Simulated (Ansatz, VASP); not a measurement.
La2O3 in VASP and in Ansatz

```
La O
1.0
     6.26678    0.00000    0.00000
    -3.13339    5.42719    0.00000
     0.00000    0.00000    3.29977
La O
2 3
Direct
  0.33333 0.66667 0.50000
  0.66667 0.33333 0.50000
  0.49199 0.49199 0.00000
  0.00000 0.50801 0.00000
  0.50801 0.00000 0.00000
```

The cell comes from a database or a generator and needn't be the stable form of this composition.

Alike in both runs: task single point; functional LDA; k mesh 6 × 6 × 6; no spin polarisation.

|  | VASP | Ansatz |
| --- | --- | --- |
| version | VASP 6.6.1 | Ansatz 0.2.0 |
| potentials or method | VASP PAW LDA potentials, release 64 (La, O) | plane waves, PAW |
| plane-wave cutoff (eV) | 520 | 625 |
| occupations | gaussian, width 0.01 eV | fixed |
| valence electrons in the cell | 40 | 40 |

```tsv
	VASP	Ansatz	Ansatz less VASP
gap on the k mesh at the Fermi level (eV)	1.38	1.39	+0.005
```

Caveats: spin-orbit coupling is left out, which moves the levels of the heavy elements. LDA gaps usually lie below the measured ones, often by a third to a half. A k mesh can miss the band edges.
